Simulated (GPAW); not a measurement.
Crystal: LiCl.

```xyz
2
Lattice="0.0000 2.5648 2.5648 2.5648 0.0000 2.5648 2.5648 2.5648 0.0000" Properties=species:S:1:pos:R:3 pbc="T T T"
Cl    2.5648    2.5648    2.5648
Li    0.0000    0.0000    0.0000
```

Base run:

| Property | Result |
| --- | --- |
| Program | GPAW 26.7.0 |
| Functional | OLYP |
| Potentials or basis | PAW data sets generated in the run's folder for this functional |
| Cutoff | 800 eV |
| Basis | pw |
| k mesh | 7 × 7 × 7 |
| Occupations | fermi-dirac, width 0.05 eV |
| Spin | no spin polarisation |

Its results: band gap on the k mesh 7.00 eV, direct; pressure 3.3 GPa.

Q: After a change of settings the same cell gave: band gap on the k mesh 6.12 eV, direct; pressure -1.2 GPa. Which change was it?
A. functional from OLYP to rSCAN; potentials or basis from PAW data sets generated in the run's folder for this functional to GPAW PAW data sets (gpaw-data 1.2.1)
B. functional from OLYP to M06-L; potentials or basis from PAW data sets generated in the run's folder for this functional to GPAW PAW data sets (gpaw-data 1.2.1)
C. functional from OLYP to BP86; band points from 100 to 60
D. functional from OLYP to PBEsol; k mesh from 7 × 7 × 7 to 9 × 9 × 9

A: D.

Not every run made on this cell is shown here.
